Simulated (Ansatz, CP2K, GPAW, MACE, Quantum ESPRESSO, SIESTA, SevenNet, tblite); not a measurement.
**Other levels on rock-salt LaS, size series (64 atoms)**

The cell holds 64 atoms: 32 La and 32 S. Cell: a = 11.708 Å, b = 11.708 Å, c = 11.708 Å, α = 90.0°, β = 90.0°, γ = 90.0°. It derives from LaS (rock-salt), repeated 2×2×2. Rock-salt LaS (a = 5.854 Å), 2 x 2 x 2 conventional cells; every coordinate displaced by a Gaussian of 0.03 Å. Then every atom was moved at random, 0.05 Å r.m.s. a Cartesian component.

Geometry: as built.

The reference, a calculation:

| Quantity | Value |
| --- | --- |
| method | Kohn-Sham DFT, PBE, PAW, plane waves (Ansatz 0.2.0); cutoff 420 eV, Γ point, fermi-dirac smearing of 0.05 eV; PAW set soft_2 |
| r.m.s. force component | 0.4542 eV/Å |
| longest force | 1.847 eV/Å |
| pressure | 3.283 GPa |
| SCF cycles | 10 |
| time | 48 s on 4 threads of Arm Neoverse N1, shared host |
| CPU time | 3 min |

Runs, in no order:
A. tblite GFN1-xTB: GFN1-xTB tight binding, diagonalisation
B. MACE MP-0b2 small potential: machine-learned interatomic potential MACE MP-0b2 small, trained on PBE(+U) plane-wave data
C. QE PBE, sssp-1.3.0-efficiency, 60/480 Ry: Kohn-Sham DFT, PBE, SSSP efficiency 1.3.0 pseudopotentials, plane waves
D. CP2K PBE, DZVP-MOLOPT-SR, 300/50 Ry, diagonalisation: Kohn-Sham DFT, PBE, GTH-PBE pseudopotentials, Gaussian and plane waves, DZVP-MOLOPT-SR-GTH, diagonalisation

**Question.** Rank the runs by how far their forces lie from the reference's, least first.

C, D, B, A.

| run | Δ force, r.m.s. (meV/Å) | share of r.m.s. force (%) | CPU time |
| --- | --- | --- | --- |
| C. QE PBE, sssp-1.3.0-efficiency, 60/480 Ry | 5.20 | 1.15 | 1.8 h |
| D. CP2K PBE, DZVP-MOLOPT-SR, 300/50 Ry, diagonalisation | 58.6 | 12.9 | 21 min |
| B. MACE MP-0b2 small potential | 102 | 22.4 | 11 s |
| A. tblite GFN1-xTB | 244 | 53.8 | 15 s |

Periodic xTB results under one method name differ between programs and library versions. Machine-learned potentials mimic data converged in k, so the reference's own k-point error enters their differences. The electronic-structure runs sample only Γ, in a cell whose shortest periodic width is 12 Å, which is coarse for a cell with partly filled levels.

[Hosts, paths, dates, database ids (printed as entryN), source tags and the programs' standing remarks are cut or masked in the printed files.]
